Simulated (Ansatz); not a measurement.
A plane-wave DFT run in Ansatz 0.2.0 (scalar-relativistic PAW potentials unless the input names others): input and command.

```yaml
crystal:
  lattice:
    - [2.7864592124, 0.0, 0.0]
    - [-1.3932296062, 2.4131444645, 0.0]
    - [0.0, 0.0, 4.666457439]
  atoms:
    - { symbol: Ru, position: [0.3333333333, 0.6666666667, 0.25] }
    - { symbol: Ru, position: [0.6666666667, 0.3333333333, 0.75] }
basis:
  ecutwfc: "300 eV"
kpoints:
  mp_grid: { grid: [18, 18, 10] }
hamiltonian:
  xc: pbe
scf:
  occupations: { method: tetrahedron }
output:
  forces: true
  eigenvalues: true
  stress: true
```

```bash
ansatz run input.yaml --threads 1 --pin off --max-ram 1331MiB --backend cpu --events-out ev --progress --plain --runs-dir out
```

Abridged log:
```
Warning: output.forces, output.stress, relax.cell or npt_langevin: where a Kohn–Sham band that disperses or a degenerate level is filled in part under the method tetrahedron, the forces or the stress that this run publishes need not agree with its energy (scf.occupations.method in the input reference, under Limitations); prefer a smearing scheme for the forces or the stress
Warning: basis.ecutwfc = 300 eV is below the records' recommended 420 eV, and the density's cutoff is lower with it unless basis.ecutrho_ratio is high enough to keep the records' density cutoff: compare with a run at a higher cutoff
Basis set: ecut = 300 eV, 373 PW (Γ), exchange–correlation on 32×32×54 points (8 copies of the dense FFT grid, shifted against one another)
Bands: 20, of which v1, the nominal top of the filled ones, is band 16 counted from 1 (15 counted from 0)
Symmetry: 24 space group operations
k-points: 222 of 3240
SCF iter   1: F=—  HF=-11756.561617 eV  |F-HF|=—  |Δ(HF+E_count)|=         —  Δρ=1.14e-2  dr2=1.32e-2  ethr=1.77e-3  ⟨swp⟩=5.6  Hψ=17426  notcnv=0
SCF iter   2: F=—  HF=-11756.560953 eV  |F-HF|=—  |Δ(HF+E_count)|=   6.64e-4  Δρ=5.54e-3  dr2=2.23e-3  ethr=4.13e-5  ⟨swp⟩=2.4  Hψ=10401  notcnv=0  defer=32
SCF iter   3: F=—  HF=-11756.561433 eV  |F-HF|=—  |Δ(HF+E_count)|=   4.80e-4  Δρ=1.41e-3  dr2=2.26e-4  ethr=6.96e-6  ⟨swp⟩=2.1  Hψ=7279  notcnv=0  defer=32
SCF iter   4: F=—  HF=-11756.561467 eV  |F-HF|=—  |Δ(HF+E_count)|=   3.33e-5  Δρ=1.35e-4  dr2=3.12e-6  ethr=7.07e-7  ⟨swp⟩=2.0  Hψ=7040  notcnv=0  defer=32
SCF iter   5: F=—  HF=-11756.561458 eV  |F-HF|=—  |Δ(HF+E_count)|=   8.36e-6  Δρ=2.11e-5  dr2=1.18e-7  ethr=9.76e-9  ⟨swp⟩=2.1  Hψ=8594  notcnv=0  defer=32
SCF iter   6: F=-11756.561458 eV  HF=-11756.561458 eV  |F-HF|=3.53e-9  |Δ(HF+E_count)|=   1.31e-7  Δρ=6.24e-6  dr2=1.18e-8  ethr=3.13e-10  ⟨swp⟩=3.3  Hψ=12958  notcnv=0
SCF 1 converged in 6 iterations: F = -11756.561458 eV  dr2 = 1.18e-8
SCF converged after 6 iterations
Stability not checked: this state was not tested for a lower state beside it, because cold or Methfessel-Paxton smearing, or corrected tetrahedra, fill the levels in a way that the test cannot read (fill_not_monotonic; see scf.lower_state_search)
Free energy (F): -11756.561458 eV
Harris-Foulkes:  -11756.561458 eV  (|F-HF|=3.53e-9)
Internal energy: -11756.561389 eV  (E = F + TS)
E sigma→0 (E₀):  -11756.561458 eV
Entropy (-TS):   -0.000070 eV (-0.035 meV/atom)
Fermi energy:    19.620848 eV
--- Forces (eV/Å), atoms counted from 1 ---
  atom   1  Ru     0.00000000     0.00000000     0.00000000
  atom   2  Ru     0.00000000     0.00000000     0.00000000
--- Stress (GPa, compression-positive) ---
      -24.172510       0.000000       0.000000
        0.000000     -24.172510       0.000000
        0.000000       0.000000     -42.759651
  P = ⅓ Tr σ = -30.3682 GPa (-303.682 kbar)
```

Apart from outputs and empty bands, the input differs from a reference run on usual settings in basis.ecutwfc: 420 → "300 eV"; scf.occupations.width: 0.1 → not typed; scf.occupations.method: "gaussian" → "tetrahedron". The reference, at the same geometry (not necessarily relaxed), gave pressure -29.14 GPa, largest force 0.000 eV/Å, no gap on the mesh. This run converged in 6 SCF iterations (reference: 6) with an energy at zero smearing 167 meV/atom above the reference's, pressure -30.37 GPa, largest force 0.000 eV/Å, no gap on the mesh. Its cutoff is looser than usual, and the result moved.